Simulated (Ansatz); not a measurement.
**Which magnetic order does O (C2/m) prefer in this cell?**

Geometry: a structure from the Materials Project, repeated to hold the magnetic orders; nothing is relaxed.

Settings: PBE, 6×8×5 k mesh, Fermi–Dirac smearing of 0.05 eV. PAW means Ansatz 0.2.0 on its default frozen-core files; LAPW is all-electron LAPW in Ansatz 0.2.0. Site moments are integrated in spheres about the atoms, whose radii differ between the methods.

The first input and its command:

```yaml
crystal:
  lattice:
    - [-2.3944914034, 0.0, 3.6470501824]
    - [0.0, -3.32483188, 0.0]
    - [3.3083143032, 0.0, 3.6470501824]
  atoms:
    - { symbol: O, position: [0.13012019, 0.0, 0.02545383], spin: 1.0 }
    - { symbol: O, position: [0.63012019, 0.5, 0.52545383], spin: 1.0 }
    - { symbol: O, position: [0.86987981, 0.0, 0.97454617], spin: 1.0 }
    - { symbol: O, position: [0.36987981, 0.5, 0.47454617], spin: 1.0 }
magnetization:
  spin_polarized: true
kpoints:
  mp_grid: { grid: [6, 8, 5] }
scf:
  occupations: { method: fermi_dirac, width: 0.05 }
  lower_state_search: "off"
hamiltonian:
  xc: pbe
  pseudopotentials: { kind: paw }
output:
  forces: true
  stress: true
  eigenvalues: true
  populations: true
```

Command: `ansatz run input.yaml --threads 2 --pin off --max-ram 6144MiB --backend cpu --events-out ev --progress --plain --runs-dir out`

The input for «start O1↑ O2↓ O3↓ O4↑» by LAPW differs from it in these lines, output keys apart:

```diff
-    - { symbol: O, position: [0.13012019, 0.0, 0.02545383], spin: 1.0 }
-    - { symbol: O, position: [0.63012019, 0.5, 0.52545383], spin: 1.0 }
-    - { symbol: O, position: [0.86987981, 0.0, 0.97454617], spin: 1.0 }
-    - { symbol: O, position: [0.36987981, 0.5, 0.47454617], spin: 1.0 }
+    - { symbol: O, position: [0.13012019, 0.0, 0.02545383], spin: 0.6 }
+    - { symbol: O, position: [0.63012019, 0.5, 0.52545383], spin: -0.6 }
+    - { symbol: O, position: [0.86987981, 0.0, 0.97454617], spin: -0.6 }
+    - { symbol: O, position: [0.36987981, 0.5, 0.47454617], spin: 0.6 }
-  pseudopotentials: { kind: paw }
+  pseudopotentials: { kind: all_electron, lapw: { basis_error: 0.001 } }
```

Energies count from the run that starts all moments parallel. Patterns list the atoms that start with 0.5 μB or more.

```json
{"start": "O1↑, O2↑, O3↑, O4↑", "ΔF PAW (meV/atom)": "0.0", "ΔF LAPW (meV/atom)": "0.0", "largest moment, PAW (μB)": "0.56", "M, PAW (μB/cell)": "4.00", "order at the end, PAW": "kept", "P, PAW (GPa)": "0.7"}
{"start": "O1↑, O2↓, O3↑, O4↓", "ΔF PAW (meV/atom)": "-6.5", "ΔF LAPW (meV/atom)": "-6.4", "largest moment, PAW (μB)": "0.55", "M, PAW (μB/cell)": "0.00", "order at the end, PAW": "kept", "P, PAW (GPa)": "0.4"}
{"start": "O1↑, O2↓, O3↓, O4↑", "ΔF PAW (meV/atom)": "+390.0", "ΔF LAPW (meV/atom)": "+395.9", "largest moment, PAW (μB)": "0.00", "M, PAW (μB/cell)": "0.00", "order at the end, PAW": "moments lost", "P, PAW (GPa)": "-2.1"}
{"start": "O1↑, O2↑, O3↑, O4↓", "ΔF PAW (meV/atom)": "-6.5", "ΔF LAPW (meV/atom)": "–", "largest moment, PAW (μB)": "0.55", "M, PAW (μB/cell)": "0.00", "order at the end, PAW": "changed", "P, PAW (GPa)": "0.4"}
{"start": "no spin polarisation", "ΔF PAW (meV/atom)": "+390.0", "ΔF LAPW (meV/atom)": "–", "largest moment, PAW (μB)": "0.00", "M, PAW (μB/cell)": "0.00", "order at the end, PAW": "–", "P, PAW (GPa)": "-2.1"}
```

Question: Map the PAW energies of the orders that kept their pattern on E = −Σ J s_i s_j over ordered pairs, with couplings only between O atoms 3.13–3.15 Å apart. What J follows?

Answer: Per O atom, ΔE = Σ J·(n_parallel state − n_order), where n is the mean of Σ s_i s_j over a shell: O1↑, O2↓, O3↑, O4↓ has ΔE = -6.5 meV and Δn = 8.0. This gives J(3.13–3.15 Å) = -0.81 meV, which fits exactly since there are as many orders as couplings. All other shells are lumped into these numbers, so they are effective couplings.

The lowest of these ends as follows. Site moments (μB): O1 0.55, O2 -0.55, O3 0.55, O4 -0.55. Cell moment 0.00 μB. Orders of other supercells weren't tried and can lie lower.

The start O1↑, O2↑, O3↑, O4↓ ends so. Site moments (μB): O1 0.55, O2 -0.55, O3 0.55, O4 -0.55. Cell moment 0.00 μB.

The Ansatz runs typed with the search for lower states off end where their start leads. None of this fixes the real material's magnetic order: only patterns that fit the cell were computed, at zero temperature, with a functional that can overstate moments. Left out because it may lie on a higher state: PAW, start O1↑ O2↑ O3↓ O4↓.
